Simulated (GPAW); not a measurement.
## Ti in GPAW: convergence with k mesh

Input of the first run (k mesh 3 × 3 × 3); the others differ in this setting and in those tied to it:

Contents of run.py:

```python
import json
import numpy as np
from ase import Atoms
from ase.dft.bandgap import bandgap
from ase.io import write
from ase.units import GPa
from gpaw import GPAW, PW

atoms = Atoms(['Ti'],
              cell=[[0.0, 2.03, 2.03],
                    [2.03, 0.0, 2.03],
                    [2.03, 2.03, 0.0]],
              scaled_positions=[[0.0, 0.0, 0.0]],
              pbc=True)

calc = GPAW(mode=PW(450),
            xc='revPBE',
            kpts={'size': (3, 3, 3), 'gamma': True},
            occupations={'name': 'fermi-dirac', 'width': 0.05},
            nbands=14,
            convergence={'density': 1e-05, 'energy': 1e-05},
            maxiter=150,
            txt='gpaw.txt')
atoms.calc = calc
energy = atoms.get_potential_energy()
forces = atoms.get_forces()
stress = atoms.get_stress()
calc.write('gs.gpw')
write('result.traj', atoms)
print(f'Energy: {energy:.6f} eV')
print('Forces (eV/A):')
print(forces.round(4))
print('Stress (GPa):', (stress / GPa).round(3))
print('Fermi level:', round(calc.get_fermi_level(), 4), 'eV')
print(f'Gap: {bandgap(calc)[0]:.4f} eV, direct: {bandgap(calc, direct=True)[0]:.4f} eV')

size = (6, 6, 6)
dense = calc.fixed_density(kpts={'size': size, 'gamma': True}, update_fermi_level=True,
                           convergence={'bands': 'CBM+2.0', 'eigenstates': 1e-7}, txt='dense.txt')
ef = dense.get_fermi_level()
index = np.round(dense.get_bz_k_points() * size).astype(int) % size
recip = 2 * np.pi * atoms.cell.reciprocal()
sheets = []
for s, e_kn in enumerate(dense.eigenvalues()):
    for n in range(e_kn.shape[1] - 2):
        if e_kn[:, n].min() < ef < e_kn[:, n].max():
            e = np.empty(size)
            e[tuple(index.T)] = e_kn[dense.get_bz_to_ibz_map(), n] - ef
            de = np.array([(np.roll(e, -1, c) - np.roll(e, 1, c)) * size[c] / 2 for c in range(3)])
            v = np.linalg.norm(np.einsum('vc,cxyz->vxyz', np.linalg.inv(recip), de), axis=0)
            w = np.exp(-(e / 0.1)**2) / (0.1 * np.pi**0.5)
            sheets.append({'spin': s, 'band': n, 'filled': (e < 0).mean(), 'dos': w.mean(), 'bottom': e.min(), 'top': e.max(),
                           'velocity': (w * v).sum() / w.sum() * 1.519267e5, 'slice': e[:, :, 0].round(3).tolist()})
            print(f'spin {s} band {n}: filled share {sheets[-1]["filled"]:.3f}, from {e.min():.3f} to {e.max():.3f} eV,',
                  f'{w.mean():.3f} states/eV, mean velocity {sheets[-1]["velocity"]:.3e} m/s')
print('Fermi level on the dense mesh:', round(ef, 4), 'eV,', len(sheets), 'sheets')
json.dump({'ef': ef, 'sheets': sheets}, open('fermi.json', 'w'))
```

Potentials or basis: the program's PAW data sets (release 1.2.1) made for this functional, pw.

The run is started by

```console
$ OMP_NUM_THREADS=1 python run.py
```

This isn't the form of Ti at room conditions, which is hcp.

Hardware: 1 thread of Arm Neoverse V2 (shared host).

| k mesh | energy less the tightest run, at zero smearing (meV/atom) | pressure (GPa) | SCF cycles | CPU time (s) | peak memory (GiB) |
| --- | --- | --- | --- | --- | --- |
| 3 × 3 × 3 | 37.86 | 7.13 | 9 | 3.2 | 0.12 |
| 4 × 4 × 4 | 21.76 | 6.39 | 8 | 3.2 | 0.13 |
| 5 × 5 × 5 | -22.92 | 5.94 | 8 | 4.1 | 0.13 |
| 7 × 7 × 7 | 4.71 | 6.84 | 8 | 6.7 | 0.14 |
| 9 × 9 × 9 | 1.44 | 6.85 | 9 | 9.4 | 0.14 |
| 10 × 10 × 10 | -1.56 | 6.44 | 8 | 12 | 0.15 |
| 12 × 12 × 12 | 0.00 | 6.62 | 8 | 16 | 0.17 |

Not settled before the last step: the energy (to 1 meV/atom), the pressure (to 0.1 GPa). Meshes of other sizes hit other points, so gaps and Fermi surfaces needn't settle smoothly. The tightest run that finished is the yardstick and may itself not be fully converged.

Caveat, for the tightest run too: the cutoff is short for stress and forces, so pressures can be off by a GPa or more.
